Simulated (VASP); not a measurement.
The system is HfSiO4.

```
CELL_PARAMETERS angstrom
4.36172 0.00000 0.00000
0.00000 4.36172 0.00000
0.00000 0.00000 3.94012
ATOMIC_POSITIONS crystal
Hf 0.50000 0.50000 0.50000
Si 0.00000 0.00000 0.00000
O 0.00000 0.72982 0.50000
O 0.00000 0.27018 0.50000
O 0.27018 0.00000 0.50000
O 0.72982 0.00000 0.50000
```

The cell was built by a generator and needn't be a form met in nature.

- Program: VASP 6.6.1
- Task: relaxation of cell and atoms
- Functional: PBE
- Potentials or basis: VASP PAW PBE potentials, release 64 (Hf_pv, Si, O)
- Cutoff: 520 eV
- k mesh: 3 × 3 × 4
- Occupations: gaussian, width 0.15 eV
- Spin: no spin polarisation

At the start: pressure 23.0 GPa; volume 12.49 Å³/atom.

How do energy, volume and symmetry change on relaxing?

Over 24 steps the energy falls by 1178.2 meV/atom and the volume is 10.35 Å³/atom (-17.1 %); space group P4/mmm (No. 123, to 0.05 Å).

The path:
| step | energy change (eV) | largest force (eV/Å) | pressure (GPa) | volume (Å³) |
| --- | --- | --- | --- | --- |
| 1 | 0.0000 | 6.2290 | 23.01 | 74.96 |
| 2 | -3.6605 | 1.1405 | -17.58 | 95.70 |
| 3 | -3.7703 | 1.4742 | -13.67 | 90.76 |
| 4 | -4.5076 | 2.3481 | 3.07 | 79.03 |
| 5 | -4.6464 | 0.5969 | -2.39 | 81.70 |
| 6 | -4.8734 | 0.0527 | -1.24 | 78.38 |
| 7 | -5.1205 | 0.2928 | 0.60 | 73.64 |
| 8 | -5.4753 | 1.6699 | 8.27 | 64.03 |
| 9 | 4.0248 | 1.7420 | 146.42 | 44.28 |
| 10 | -5.5628 | 2.1898 | 8.93 | 62.94 |
| 11 | -5.4660 | 3.6781 | 30.29 | 53.69 |
| 12 | -5.8379 | 2.8857 | 11.47 | 60.00 |
| 13 | -5.9051 | 3.6554 | 17.86 | 56.85 |
| 14 | -5.9517 | 3.6339 | 18.07 | 56.56 |
| 15 | -6.0308 | 3.3413 | 19.92 | 55.67 |
| 16 | -6.1078 | 3.2103 | 19.34 | 55.88 |
| 17 | -6.3192 | 2.8070 | 16.65 | 56.50 |
| 18 | -6.6571 | 2.0228 | 11.60 | 57.76 |
| 19 | -7.0234 | 0.5417 | 4.82 | 60.33 |
| 20 | -7.0617 | 0.2007 | 2.38 | 61.55 |
| 21 | -7.0615 | 0.1336 | 2.55 | 61.43 |
| 22 | -7.0657 | 0.0559 | 1.86 | 61.63 |
| 23 | -7.0690 | 0.0949 | 0.42 | 62.04 |
| 24 | -7.0694 | 0.0690 | 0.33 | 62.11 |

Final structure:
```
Hf Si O
1.0
     4.89392    0.00000    0.00000
     0.00000    4.89392    0.00000
     0.00000    0.00000    2.59310
Hf Si O
1 1 4
Cartesian
  2.4470 2.4470 1.2965
  0.0000 0.0000 2.5931
  0.0000 3.4434 1.2965
  0.0000 1.4505 1.2965
  1.4505 0.0000 1.2965
  3.4434 0.0000 1.2965
```

Caveat: the k mesh is coarse (spacing up to 0.48 Å⁻¹), so the values aren't converged; the volume moved by over 15 % at a fixed basis, so the end points are rough.
